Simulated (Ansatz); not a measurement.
Runs of Ansatz 0.2.0 on MgS (Niningerite). Symmetry: Fm-3m, No. 225, cubic system. The conventional cell has a = 5.203 Å, b = 5.203 Å, c = 5.203 Å, α = 90.00°, β = 90.00°, γ = 90.00°. Around S (site symmetry m-3m) lie 6 Mg at 2.60 Å. Around Mg (site symmetry m-3m) lie 6 S at 2.60 Å. 

```csv
task,level,cell,k mesh,smearing,target pressure (GPa),gap on the mesh (eV),pressure (GPa),relaxed volume (Å³/atom)
phonons,PBEsol,as given,7 × 7 × 7,fixed,-,(a),-,-
relaxation of cell and atoms,PBE,relaxed to 2 GPa,9 × 9 × 9,fermi-dirac 0.05 eV,2,2.94,2.0,-
relaxation of cell and atoms,PBE,relaxed,9 × 9 × 9,fermi-dirac 0.05 eV,-,2.89,0.0,17.88
Born charges and dielectric tensor,PBE,as given,9 × 9 × 9,fixed,-,(b),-,-
relaxation of cell and atoms,PBE+D4,relaxed,9 × 9 × 9,fermi-dirac 0.05 eV,-,2.96,0.0,17.28
```

Alike in all rows: potentials or basis Ansatz PAW; no spin polarisation; cutoff (eV) 420.

**Question.** Fill in the values left out.

**Answer.** (a) 2.91; (b) 2.92.

Caveats: odd divisions of the mesh miss points on the zone boundary, where band edges often lie, so the gap on the mesh can be too wide; the plane-wave basis is chosen anew once the cell has moved, so the energies of steps on either side of that aren't comparable (some runs); the PAW data sets come from PBE, with cores solved anew for the run's functional, which leaves a small shift of forces and pressure (some runs).

A k mesh can miss the band edges.
